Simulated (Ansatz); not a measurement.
## CdSe under changes of volume

One of the cells (23.738 Å³/atom); the others are scaled copies at fixed shape and fractional positions:

```
CELL_PARAMETERS angstrom
0.00000 2.87396 2.87396
2.87396 0.00000 2.87396
2.87396 2.87396 0.00000
ATOMIC_POSITIONS crystal
Cd 0.00000 0.00000 0.00000
Se 0.50000 0.50000 0.50000
```

Measurements of this composition are mostly on another form, of space group No. 186.

```yaml
Program: Ansatz 0.2.0
Functional: revPBE
Dispersion: D3(BJ)-ATM
Potentials_or_basis: Ansatz PAW
Cutoff: "420 eV (not typed: the program's choice for these potentials)"
k_mesh: 8 × 8 × 8
Occupations: tetrahedron
Spin: non-collinear spin, ferromagnetic start
Starting_moments: "[[0.289, 0.289, 0.289], [0.0, 0.0, 0.0]] μB"
```

| volume (Å³/atom) | energy over the lowest point (meV/atom) | pressure (GPa) |
| --- | --- | --- |
| 22.314 | 0.00 | 0.2 |
| 22.788 | 1.65 | -1.2 |
| 23.263 | 7.25 | -2.5 |
| 23.738 | 16.33 | -3.6 |
| 24.213 | 28.50 | -4.6 |
| 24.687 | 43.39 | -5.5 |
| 25.162 | ? | ? |

Question: What does the run at 25.162 Å³/atom give?

Answer: Energy over the lowest point 60.68 meV/atom; pressure -6.2 GPa.

Worked out: A Birch-Murnaghan fit of order 3 (a polynomial in V^(-2/3)) to the other rows has its minimum at 22.36 Å³/atom with B0 = V·E''(V) = 70 GPa and B' = 4.7. It gives 60.73 meV/atom at 25.162 Å³/atom, against the run's 60.68, and -dE/dV = -6.2 GPa, against -6.2.

Energies are extrapolated to zero smearing.

Caveats: pairwise dispersion overbinds metals, which lowers pressure and volume; the PAW data sets come from PBE, with cores solved anew for the run's functional, which leaves a small shift of forces and pressure; with tetrahedron occupations forces and stress needn't match the slope of the energy; the starting moments weren't kept.
